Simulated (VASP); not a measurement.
# Cu (Fm-3m) in VASP: a series of runs, part 2 of 2

VASP 6.6.1. The steps go on from the part before.

## 3. Relaxation of cell and atoms, r2SCAN

Input file INCAR:

```
PREC = Accurate ; ENCUT = 600
EDIFF = 1E-6 ; ISMEAR = 1
SIGMA = 0.1 ; LREAL = False
LASPH = True ; NELM = 80
ALGO = Normal ; ISIF = 3
LWAVE = False ; LCHARG = False
METAGGA = R2SCAN ; LMIXTAU = True
IBRION = 2 ; NSW = 90
EDIFFG = -0.01 ; KPAR = 2
```

Input file KPOINTS:

```
regular mesh
0
Gamma
  18 18 18
```

Input file POSCAR:

```
Cu
1.0
    0.0000000000      1.8075000000      1.8075000000
    1.8075000000      0.0000000000      1.8075000000
    1.8075000000      1.8075000000      0.0000000000
Cu
1
Direct
    0.0000000000      0.0000000000      0.0000000000
```

Potentials or basis: VASP PAW PBE potentials, release 64 (Cu).

Launch:

```console
cat potpaw_PBE.64/Cu/POTCAR > POTCAR
mpirun -np 2 vasp_std > vasp.out
```

OUTCAR:

```text
PREC = Accurate
   ENCUT = 600
   EDIFF = 1E-6
   ISMEAR = 1
   LREAL = False
   LASPH = True
   NELM = 80
   ISIF = 3
   METAGGA = R2SCAN
   IBRION = 2
   NSW = 90
   EDIFFG = -0.01

 ion  position               nearest neighbor table
   1  0.000  0.000  0.000-

  LATTYP: Found a face centered cubic cell.
 ALAT       =     3.6150000000

  Lattice vectors:

 A1 = (   0.0000000000,   1.8075000000,   1.8075000000)
 A2 = (   1.8075000000,   0.0000000000,   1.8075000000)
 A3 = (   1.8075000000,   1.8075000000,   0.0000000000)

Analysis of symmetry for initial positions (statically):
=====================================================================
 Subroutine PRICEL returns:
 Original cell was already a primitive cell.

 Routine SETGRP: Setting up the symmetry group for a
 face centered cubic supercell.

 Subroutine GETGRP returns: Found 48 space group operations
 (whereof 48 operations were pure point group operations)
 out of a pool of 48 trial point group operations.

The static configuration has the point symmetry O_h .

Analysis of symmetry for dynamics (positions and initial velocities):
=====================================================================
 Subroutine PRICEL returns:
 Original cell was already a primitive cell.

 Routine SETGRP: Setting up the symmetry group for a
 face centered cubic supercell.

 Subroutine GETGRP returns: Found 48 space group operations
 (whereof 48 operations were pure point group operations)
 out of a pool of 48 trial point group operations.

The dynamic configuration has the point symmetry O_h .

 Subroutine INISYM returns: Found 48 space group operations
 (whereof 48 operations are pure point group operations),
 and found     1 'primitive' translations

----------------------------------------------------------------------------------------

                                     Primitive cell

  volume of cell :      11.8104

  direct lattice vectors                    reciprocal lattice vectors
     0.000000000  1.807500000  1.807500000    -0.276625173  0.276625173  0.276625173
     1.807500000  0.000000000  1.807500000     0.276625173 -0.276625173  0.276625173
     1.807500000  1.807500000  0.000000000     0.276625173  0.276625173 -0.276625173

  length of vectors
     2.556191014  2.556191014  2.556191014     0.479128854  0.479128854  0.479128854

  position of ions in fractional coordinates (direct lattice)
     0.000000000  0.000000000  0.000000000

  ion indices of the primitive-cell ions
   primitive index   ion index
                 1           1

----------------------------------------------------------------------------------------

 KPOINTS: regular mesh

Automatic generation of k-mesh.
 Grid dimensions read from file:
 generate k-points for:   18   18   18

 Generating k-lattice:

  Cartesian coordinates                     Fractional coordinates (reciprocal lattice)
    -0.015368065  0.015368065  0.015368065     0.055555556  0.000000000  0.000000000
     0.015368065 -0.015368065  0.015368065     0.000000000  0.055555556  0.000000000
     0.015368065  0.015368065 -0.015368065     0.000000000  0.000000000  0.055555556
[... 40 lines left out ...]
   number of dos      NEDOS =    301   number of ions     NIONS =      1
   total plane-waves  NPLWV =   8000
   dimension x,y,z NGX =    20 NGY =   20 NGZ =   20
   dimension x,y,z NGXF=    40 NGYF=   40 NGZF=   40
   ions per type =               1
   NGX,Y,Z   is equivalent  to a cutoff of  13.01, 13.01, 13.01 a.u.
   NGXF,Y,Z  is equivalent  to a cutoff of  26.01, 26.01, 26.01 a.u.
 SYSTEM =  unknown system
   PREC   = accura    normal or accurate (medium, high low for compatibility)
   ISTART =      0    job   : 0-new  1-cont  2-samecut
   ICHARG =      2    charge: 1-file 2-atom 10-const
   ISPIN  =      1    spin polarized calculation?
   LNONCOLLINEAR =      F non collinear calculations
   LSORBIT =      F    spin-orbit coupling
   LASPH  =      T    aspherical Exc in radial PAW
   ENCUT  =  600.0 eV  44.10 Ry    6.64 a.u.   5.11  5.11  5.11*2*pi/ulx,y,z
   NELM   =     80;   NELMIN=  2; NELMDL= -5     # of ELM steps
   EDIFF  = 0.1E-05   stopping-criterion for ELM
   LREAL  =      F    real-space projection
   EDIFFG = -.1E-01   stopping-criterion for IOM
   NSW    =     90    number of steps for IOM
   IBRION =      2    ionic relax: 0-MD 1-quasi-New 2-CG
   NFREE  =      1    steps in history (QN), initial steepest desc. (CG)
   ISIF   =      3    stress and relaxation
   ISYM   =      2    0-nonsym 1-usesym 2-fastsym
   POTIM  = 0.5000    time-step for ionic-motion
   TEBEG  =    0.0;   TEEND  =   0.0 temperature during run
   PSTRESS=    0.0 pullay stress
   NELECT =      11.0000    total number of electrons
   NUPDOWN=      -1.0000    fix difference up-down
   EMIN   =  10.00;   EMAX   =-10.00  energy-range for DOS
   EFERMI =   0.00;   METHOD = LEGACY
   ISMEAR =     1;   SIGMA  =   0.10  broadening in eV -4-tet -1-fermi 0-gaus
   EFERMI_NEDOS =   21; number of points for ismear=-14 and -15
   IALGO  =     38    algorithm
   IMIX   =      4    mixing-type and parameters
     AMIX     =   0.40;   BMIX     =  1.00
     AMIX_MAG =   1.60;   BMIX_MAG =  1.00
  volume/ion in A,a.u.               =      11.81        79.70
  Fermi-wavevector in a.u.,A,eV,Ry     =   1.598763  3.021224 34.777078  2.556043
  Thomas-Fermi vector in A             =   2.696162
   LORBIT       =      0    0 simple, 1 ext, 2 COOP (PROOUT), +10 PAW based schemes
   METAGGA = R2SCAN    functional components
   LHFCALC =     F    Hartree Fock is set to
   AEXX    =    0.0000 exact exchange contribution
   IVDW    =     0    specifies the selected vdW correction
   LEPSILON=     F    determine dielectric tensor
   LRPA    =     F    only Hartree local field effects (RPA)
 conjugate gradient relaxation of ions
 non-spin polarized calculation
 Methfessel and Paxton  Order N= 1 SIGMA  =   0.10
  energy-cutoff  :      600.00
  volume of cell :       11.81
 maximum number of plane-waves:       411
   NGX = 11   NGY = 11   NGZ = 11

--------------------------------------- Ionic step        1  -------------------------------------------

 number of electron      11.0000001 magnetization

 Free energy of the ion-electron system (eV)
  ---------------------------------------------------
  ext. energy  EPLUGINS =         0.00000000
  ---------------------------------------------------
  free energy    TOTEN  =       -10.82318558 eV

  energy without entropy =      -10.82311427  energy(sigma->0) =      -10.82316181

------------------------ aborting loop because EDIFF is reached ----------------------------------------

  FORCE on cell =-STRESS in cart. coord.  units (eV):
  Direction    XX          YY          ZZ          XY          YZ          ZX
  --------------------------------------------------------------------------------------
  -------------------------------------------------------------------------------------
  Total       -0.3027661     -0.3027661     -0.3027661     -0.0000000      0.0000000     -0.0000000
  in kB      -41.0726743    -41.0726743    -41.0726743     -0.0000000      0.0000000     -0.0000000
  external PRESSURE =     -41.0726743 kB  Pullay stress =       0.0000000 kB
[... 57 lines left out ...]
--------------------------------------- Ionic step        3  -------------------------------------------

 number of electron      11.0000011 magnetization

 Free energy of the ion-electron system (eV)
  ---------------------------------------------------
  ext. energy  EPLUGINS =         0.00000000
  ---------------------------------------------------
  free energy    TOTEN  =       -10.82722225 eV

  energy without entropy =      -10.82712134  energy(sigma->0) =      -10.82718862

 E-fermi :   7.6925     XC(G=0): -13.9237

 val. band max:        7.6626677218   @ k =   0.5000   0.3333   0.1667
 cond. band min:       7.6954933921   @ k =   0.5000   0.1111   0.0000
 fundamental gap:      0.0328256704
 Fermi energy:         7.6925297113

 k-point     1 :       0.0000    0.0000    0.0000
  band No.  band energies     occupation
      1      -2.1486      2.00000
      2       4.5161      2.00000
      3       4.5162      2.00000
      4       4.5162      2.00000
      5       5.3674      2.00000
      6       5.3674      2.00000
      7      31.3357      0.00000
      8      34.5827      0.00000
      9      34.5830      0.00000
[... 265 lines left out ...]
 k-point    24 :      -0.2222    0.0556    0.0000
  band No.  band energies     occupation
      1       0.0438      2.00000
      2       4.1968      2.00000
      3       4.6751      2.00000
      4       4.7165      2.00000
      5       5.3217      2.00000
      6       5.5807      2.00000
      7      21.5069      0.00000
      8      28.8718      0.00000
      9      32.6778      0.00000

 [... further k-points ...]
[... 5 lines left out ...]
  --------------------------------------------------------------------------------------
  -------------------------------------------------------------------------------------
  Total       -0.0066627     -0.0066627     -0.0066627     -0.0000000      0.0000000      0.0000000
  in kB       -0.9283992     -0.9283992     -0.9283992     -0.0000000      0.0000000      0.0000000
  external PRESSURE =      -0.9283992 kB  Pullay stress =       0.0000000 kB
[... 16 lines left out ...]
  FREE ENERGIE OF THE ION-ELECTRON SYSTEM (eV)
  ---------------------------------------------------
  free  energy   TOTEN  =       -10.8272222537 eV

  energy  without entropy=      -10.8271213392  energy(sigma->0) =      -10.82718862

 reached required accuracy - stopping structural energy minimisation
```

OSZICAR:

```text
N       E                     dE             d eps       ncg     rms          rms(c)
DAV:   1     0.307031210020E+02    0.30703E+02   -0.63294E+03  3623   0.232E+03
DAV:   2    -0.128464303441E+02   -0.43550E+02   -0.41461E+02  3537   0.211E+02
DAV:   3    -0.133768227105E+02   -0.53039E+00   -0.52895E+00  4252   0.333E+01
[... 29 lines left out ...]
DAV:   4    -0.108268674523E+02    0.21856E-02   -0.17820E-02  4470   0.220E+00    0.129E-01
DAV:   5    -0.108272121549E+02   -0.34470E-03   -0.29874E-03  3860   0.109E+00    0.897E-03
DAV:   6    -0.108272187623E+02   -0.66074E-05   -0.17682E-05  4063   0.640E-02    0.103E-02
DAV:   7    -0.108272219080E+02   -0.31457E-05   -0.52726E-06  3690   0.456E-02    0.279E-03
DAV:   8    -0.108272222537E+02   -0.34570E-06   -0.21657E-06  3405   0.259E-02
   3 F= -.10827222E+02 E0= -.10827189E+02  d E =-.403667E-02
```

It took 87 s on 2 MPI ranks of AMD EPYC 9R45 (Zen 5), shared host; peak memory 0.12 GiB.

Results:

```
Free energy                            : -10.8272 eV
Relaxed volume                         : 11.50 Å³/atom
Relaxed cell                           : a = 2.533 Å, b = 2.533 Å, c = 2.533 Å, α = 60.00°, β = 60.00°, γ = 60.00°
Space group after relaxing (to 0.05 Å) : Fm-3m (No. 225)
Energy gained by relaxing              : 4.0 meV/atom
Ionic steps                            : 3
Pressure after relaxing                : -0.1 GPa
Band gap on the k mesh                 : none (metal or under the smearing width)
```

The path:
```csv
step,energy change (eV),largest force (eV/Å),pressure (GPa),volume (Å³)
1,0.0000,0.0000,-4.11,11.81
2,-0.0024,0.0000,2.80,11.30
3,-0.0040,0.0000,-0.09,11.50
```

Final structure:
```xyz
1
Lattice="0.0000 1.7914 1.7914 1.7914 0.0000 1.7914 1.7914 1.7914 0.0000" Properties=species:S:1:pos:R:3 pbc="T T T"
Cu    0.0000    0.0000    0.0000
```

Caveat: the PAW data sets were made with another functional, which shifts forces and pressure a little.

## 4. Relaxation of cell and atoms, r2SCAN

This run uses another cell than the first one, of 11.50 Å³/atom, 0.974 times its volume.

Input file INCAR:

```
PREC = Accurate ; ENCUT = 600
EDIFF = 1E-7 ; ISMEAR = 1
SIGMA = 0.1 ; LREAL = False
LASPH = True ; NELM = 80
ALGO = Normal ; ISIF = 3
LWAVE = False ; LCHARG = False
METAGGA = R2SCAN ; LMIXTAU = True
IBRION = 2 ; NSW = 90
EDIFFG = -0.005 ; KPAR = 2
```

KPOINTS is that of step 3.

Input file POSCAR:

```
Cu                                      
1.0
   -0.0000000000      1.7914283005      1.7914283005
    1.7914283005      0.0000000000      1.7914283005
    1.7914283005      1.7914283005      0.0000000000
  Cu            
     1
Direct
     0.0000000000000000    0.0000000000000000    0.0000000000000000
```

Potentials or basis: VASP PAW PBE potentials, release 64 (Cu).

Launch:

```console
cat potpaw_PBE.64/Cu/POTCAR > POTCAR
mpirun -np 2 vasp_std > vasp.out
```

OUTCAR:

```text
PREC = Accurate
   ENCUT = 600
   EDIFF = 1E-7
   ISMEAR = 1
   LREAL = False
   LASPH = True
   NELM = 80
   ISIF = 3
   METAGGA = R2SCAN
   IBRION = 2
   NSW = 90
   EDIFFG = -0.005

 ion  position               nearest neighbor table
   1  0.000  0.000  0.000-

  LATTYP: Found a face centered cubic cell.
 ALAT       =     3.5828566010

  Lattice vectors:

 A1 = (   0.0000000000,   1.7914283005,   1.7914283005)
 A2 = (   1.7914283005,   0.0000000000,   1.7914283005)
 A3 = (   1.7914283005,   1.7914283005,   0.0000000000)

Analysis of symmetry for initial positions (statically):
=====================================================================
 Subroutine PRICEL returns:
 Original cell was already a primitive cell.

 Routine SETGRP: Setting up the symmetry group for a
 face centered cubic supercell.

 Subroutine GETGRP returns: Found 48 space group operations
 (whereof 48 operations were pure point group operations)
 out of a pool of 48 trial point group operations.

The static configuration has the point symmetry O_h .

Analysis of symmetry for dynamics (positions and initial velocities):
[... 166 lines left out ...]
  -------------------------------------------------------------------------------------
  Total       -0.0098853     -0.0098853     -0.0098853      0.0000000     -0.0000000     -0.0000000
  in kB       -1.3774414     -1.3774414     -1.3774414      0.0000000     -0.0000000     -0.0000000
  external PRESSURE =      -1.3774414 kB  Pullay stress =       0.0000000 kB
[... 57 lines left out ...]
--------------------------------------- Ionic step        3  -------------------------------------------

 number of electron      11.0000011 magnetization

 Free energy of the ion-electron system (eV)
  ---------------------------------------------------
  ext. energy  EPLUGINS =         0.00000000
  ---------------------------------------------------
  free energy    TOTEN  =       -10.82702633 eV

  energy without entropy =      -10.82692522  energy(sigma->0) =      -10.82699263

 E-fermi :   7.7011     XC(G=0): -13.9283

 val. band max:        7.6716886350   @ k =   0.5000   0.3333   0.1667
 cond. band min:       7.7036275337   @ k =   0.5000   0.1111   0.0000
 fundamental gap:      0.0319388987
 Fermi energy:         7.7011224309

 k-point     1 :       0.0000    0.0000    0.0000
  band No.  band energies     occupation
      1      -2.1456      2.00000
      2       4.5226      2.00000
      3       4.5226      2.00000
      4       4.5226      2.00000
      5       5.3748      2.00000
      6       5.3748      2.00000
      7      31.3501      0.00000
      8      34.6025      0.00000
      9      34.6025      0.00000
[... 265 lines left out ...]
 k-point    24 :      -0.2222    0.0556    0.0000
  band No.  band energies     occupation
      1       0.0478      2.00000
      2       4.2029      2.00000
      3       4.6817      2.00000
      4       4.7231      2.00000
      5       5.3290      2.00000
      6       5.5883      2.00000
      7      21.5217      0.00000
      8      28.8888      0.00000
      9      32.6947      0.00000

 [... further k-points ...]
[... 5 lines left out ...]
  --------------------------------------------------------------------------------------
  -------------------------------------------------------------------------------------
  Total        0.0018132      0.0018132      0.0018132     -0.0000000     -0.0000000      0.0000000
  in kB        0.2528249      0.2528249      0.2528249     -0.0000000     -0.0000000      0.0000000
  external PRESSURE =       0.2528249 kB  Pullay stress =       0.0000000 kB
[... 16 lines left out ...]
  FREE ENERGIE OF THE ION-ELECTRON SYSTEM (eV)
  ---------------------------------------------------
  free  energy   TOTEN  =       -10.8270263305 eV

  energy  without entropy=      -10.8269252211  energy(sigma->0) =      -10.82699263

 reached required accuracy - stopping structural energy minimisation
```

Run time: 80 s. Hardware: 2 MPI ranks of AMD EPYC 9R45 (Zen 5), shared host; peak memory 0.12 GiB.

What came out:

```
Free energy                            : -10.8270 eV
Relaxed volume                         : 11.49 Å³/atom
Relaxed cell                           : a = 2.533 Å, b = 2.533 Å, c = 2.533 Å, α = 60.00°, β = 60.00°, γ = 60.00°
Space group after relaxing (to 0.05 Å) : Fm-3m (No. 225)
Energy gained by relaxing              : 0.0 meV/atom
Ionic steps                            : 3
Pressure after relaxing                : 0.0 GPa
Band gap on the k mesh                 : none (metal or under the smearing width)
```

Final structure:
```yaml
crystal:
  lattice:
    - [0.00000, 1.79103, 1.79103]
    - [1.79103, 0.00000, 1.79103]
    - [1.79103, 1.79103, 0.00000]
  atoms:
    - { symbol: Cu, position: [0.00000, 0.00000, 0.00000] }
```

Caveat: the PAW data sets were made with another functional, which shifts forces and pressure a little.

## 5. Relaxation of cell and atoms, PBEsol

Input file INCAR:

```
PREC     = Accurate       # precision mode
ENCUT    = 600            # plane-wave cutoff, eV
EDIFF    = 1E-6           # SCF threshold, eV
ISMEAR   = 1              # smearing method
SIGMA    = 0.1            # smearing width, eV
LREAL    = F              # projectors in reciprocal space
LASPH    = T              # aspherical terms in the spheres
NELM     = 80             # most SCF steps
ALGO     = Normal         # electronic algorithm
ISIF     = 3              # what is computed and relaxed
LWAVE    = F              # write WAVECAR
LCHARG   = F              # write CHGCAR
GGA      = PS             # functional
IBRION   = 2              # ionic algorithm
NSW      = 90             # ionic steps
EDIFFG   = -0.01          # ionic threshold
```

Input file KPOINTS:

```
Automatic mesh
0
Gamma
  18 18 18
```

Input file POSCAR:

```
Cu
1.0
    0.0000000000      1.8075000000      1.8075000000
    1.8075000000      0.0000000000      1.8075000000
    1.8075000000      1.8075000000      0.0000000000
Cu
1
Direct
    0.0000000000      0.0000000000      0.0000000000
```

Launch:

```console
cat potpaw_PBE.64/Cu/POTCAR > POTCAR
mpirun -np 1 vasp_std > vasp.out
```

It took 20 s on 1 thread of Intel Xeon 6975P-C (Granite Rapids), shared host; peak memory 0.15 GiB.

The run converged. Its results:

```
Free energy                            : -4.3087 eV
Relaxed volume                         : 11.37 Å³/atom
Relaxed cell                           : a = 2.524 Å, b = 2.524 Å, c = 2.524 Å, α = 60.00°, β = 60.00°, γ = 60.00°
Space group after relaxing (to 0.05 Å) : Fm-3m (No. 225)
Energy gained by relaxing              : 8.0 meV/atom
Ionic steps                            : 3
Pressure after relaxing                : 0.0 GPa
Band gap on the k mesh                 : none (metal or under the smearing width)
```

Step by step:
```
step  energy change (eV)  largest force (eV/Å)  pressure (GPa)  volume (Å³)
   1              0.0000                0.0000           -5.61        11.81
   2             -0.0049                0.0000            3.95        11.12
   3             -0.0080                0.0000            0.03        11.37
```

Final structure:
```
Cu
1.0
     0.00000    1.78486    1.78486
     1.78486    0.00000    1.78486
     1.78486    1.78486    0.00000
Cu
1
Cartesian
  0.0000 0.0000 0.0000
```

Levels at points of the mesh, in eV from the Fermi level:
| k point | band 4 | band 5 | band 6 | band 7 | band 8 | band 9 |
| --- | --- | --- | --- | --- | --- | --- |
| (0.00, 0.00, 0.00) | -3.10 | -2.21 | -2.21 | 22.93 | 25.84 | 25.84 |
| (0.50, 0.00, 0.00) | -1.61 | -1.61 | -1.11 | 3.98 | 21.40 | 22.65 |
| (0.50, 0.50, 0.00) | -1.46 | -1.46 | 1.47 | 7.41 | 13.37 | 13.37 |

Caveat: the PAW data sets were made with another functional, which shifts forces and pressure a little.

## 6. Overview

| task | level | potentials or basis | cell | gap on the mesh (eV) | pressure (GPa) | relaxed volume (Å³/atom) |
| --- | --- | --- | --- | --- | --- | --- |
| relaxation of the atoms | LDA | VASP PAW LDA potentials, release 64 (Cu) | atoms relaxed from: a relaxed cell with its volume scaled by 1.06 | none | -9.3 | - |
| relaxation of cell and atoms | r2SCAN | VASP PAW PBE potentials, release 64 (Cu) | relaxed | none | 0.0 | 11.49 |
| relaxation of cell and atoms | PBEsol | VASP PAW PBE potentials, release 64 (Cu) | relaxed | none | 0.0 | 11.37 |

Alike in all rows: no spin polarisation; k mesh 18 × 18 × 18; cutoff (eV) 600; smearing methfessel-paxton 0.1 eV.

Caveats: the PAW data sets were made with another functional, which shifts forces and pressure a little (some runs); the relaxation stopped at its first step, so nothing moved (some runs).

Total energies depend on the potentials used, so only differences within one code and one set of settings carry meaning.
